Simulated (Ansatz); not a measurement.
From three elastic constants to directional properties of FeCo3

These are results of DFT PBEsol, scalar-relativistic, plane waves, PAW (Ansatz 0.2.0), not measurements. Cutoff 420 eV, 12×12×12 k-points (Γ-centred), Gaussian smearing of 0.20 eV. Collinear spin, site moments 2.5, 1.6, 1.6, 1.6 μB.

Equilibrium structure at this level:
```xyz
4
Lattice="3.4870 0.0000 0.0000 0.0000 3.4870 0.0000 0.0000 0.0000 3.4870" Properties=species:S:1:pos:R:3 pbc="T T T"
Fe    0.0000    0.0000    0.0000
Co    1.7435    1.7435    0.0000
Co    1.7435    0.0000    1.7435
Co    0.0000    1.7435    1.7435
```

In a metal, frequencies and elastic constants depend on the k mesh and the smearing, soft modes and shear constants most.

With ions relaxed, on the cubic axes: C11 = 291.8, C12 = 183.4, C44 = 150.3 GPa. The density is 9.111 g/cm³.

Question: Is the crystal stable against strain, and how anisotropic is it?

Answer: Born's conditions hold: C11 + 2C12 = 658.7, C11 − C12 = 108.4 and C44 = 150.3 GPa are all positive. B = (C11 + 2C12)/3 = 219.6 GPa. The two shear moduli are C44 and C′ = (C11 − C12)/2 = 54.2 GPa, so Zener's ratio is A = C44/C′ = 2.77: the tetragonal shear C′ is the soft one, as in many fcc and bcc metals and zincblende crystals. The Cauchy pressure C12 − C44 is 33.2 GPa; it would vanish for pair forces between atoms on inversion centres at zero pressure, and a positive value is usual with metallic or many-body binding, and where atoms off inversion centres relax under shear, which lowers C44.

Question: Give the sound speeds along the three symmetry directions.

Answer: The Christoffel equation gives ρv² for each branch:
```tsv
direction	branch	ρv²	GPa	v (m/s)
[100]	L	C11	291.8	5660
[100]	T (×2)	C44	150.3	4061
[110]	L	(C11 + C12 + 2C44)/2	387.9	6525
[110]	T, u ∥ [001]	C44	150.3	4061
[110]	T, u ∥ [1-10]	(C11 − C12)/2	54.2	2439
[111]	L	(C11 + 2C12 + 4C44)/3	420.0	6789
[111]	T (×2)	(C11 − C12 + C44)/3	86.2	3076
```

Question: How does Young's modulus depend on direction?

Answer: Inverting gives S11 = 6.657, S12 = -2.569, S44 = 6.654 TPa⁻¹. Along a unit vector (l, m, n), 1/E = S11 − 2(S11 − S12 − S44/2)(l²m² + m²n² + n²l²), where the last bracket is 0, 1/4 and 1/3 for [100], [110] and [111]: E = 150, 270 and 367 GPa. With A > 1 the body diagonal is stiffest. For a film on (001), the biaxial modulus is C11 + C12 − 2C12²/C11 = 245 GPa and the normal strain is −2C12/C11 = -1.26 times the in-plane one.

Cost: 2 runs of about 9.4 core-minutes in all, on Oxide Virtual Turin-like Processor (Zen 5) (shared hosts).

The elastic anisotropy of FeCo3 comes mainly from its soft tetragonal shear. Pulling along a cube axis engages C′, whereas pulling along the body diagonal engages only C44 and the bulk modulus, so Young's modulus rises from 150 to 367 GPa. The same shear governs the slowest sound wave, at 2439 m/s. Much of this follows from fcc geometry: nearest-neighbour central forces alone already make C′ softer than C44. Tetragonal strain also leads along the Bain path from fcc towards bcc, and competition between these packings in Co-rich Fe–Co probably adds to the softness.

Every atom in this ordered structure sits on an inversion centre, so uniform strain causes no internal displacements. Relaxation therefore cannot explain the positive Cauchy pressure, which points instead to many-body metallic binding, as expected for delocalised electrons and partly filled d bands. The Born conditions establish resistance to small uniform strains in this ferromagnetic state, but not stability against bcc-based order, chemical disorder or phase separation.
